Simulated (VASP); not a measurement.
# PbO2 under changes of volume

One of the cells (14.211 Å³/atom); the others are scaled copies at fixed shape and fractional positions:

```
Pb O
1.0
     4.99852    0.00000    0.00000
     0.00000    4.99852    0.00000
     0.00000    0.00000    3.41254
Pb O
2 4
Direct
  0.50000 0.50000 0.50000
  0.00000 0.00000 0.00000
  0.69253 0.69253 0.00000
  0.80747 0.19253 0.50000
  0.19253 0.80747 0.50000
  0.30747 0.30747 0.00000
```

The cell is a database's computed one.

| Item | Value |
| --- | --- |
| Program | VASP 6.6.1 |
| Functional | PBEsol |
| Potentials or basis | VASP PAW PBE potentials, release 64 (Pb_d, O) |
| Cutoff | 520 eV |
| k mesh | 6 × 6 × 8 |
| Occupations | gaussian, width 0.02 eV |
| Spin | no spin polarisation |

| volume (Å³/atom) | energy over the lowest point (meV/atom) | pressure (GPa) | gap on the mesh (eV) | largest force (eV/Å) |
| --- | --- | --- | --- | --- |
| 13.642 | 11.88 | 6.4 | 0.11 | 0.090 |
| 13.926 | 3.11 | 3.1 | 0.11 | 0.036 |
| 14.211 | 0.00 | 0.1 | 0.06 | 0.012 |
| 14.495 | ? | ? | ? | ? |
| 14.779 | 8.06 | -4.9 | 0.01 | 0.096 |

Problem. What does the run at 14.495 Å³/atom give?

Solution. Energy over the lowest point 1.84 meV/atom; pressure -2.6 GPa; gap on the mesh 0.02 eV; largest force 0.054 eV/Å.

Worked out: A Birch-Murnaghan fit of order 2 (a polynomial in V^(-2/3)) to the other rows has its minimum at 14.25 Å³/atom with B0 = V·E''(V) = 139 GPa at fixed shape and positions, which overstates the stiffness. It gives 1.76 meV/atom at 14.495 Å³/atom, against the run's 1.84, and -dE/dV = -2.3 GPa, against -2.6.

Energies are extrapolated to zero smearing.

Caveats: the PAW data sets were made with another functional, which shifts forces and pressure a little; spin-orbit coupling is left out, which as a rule narrows the gap of such compounds by several tenths of an eV.

A mesh can miss the band edges.
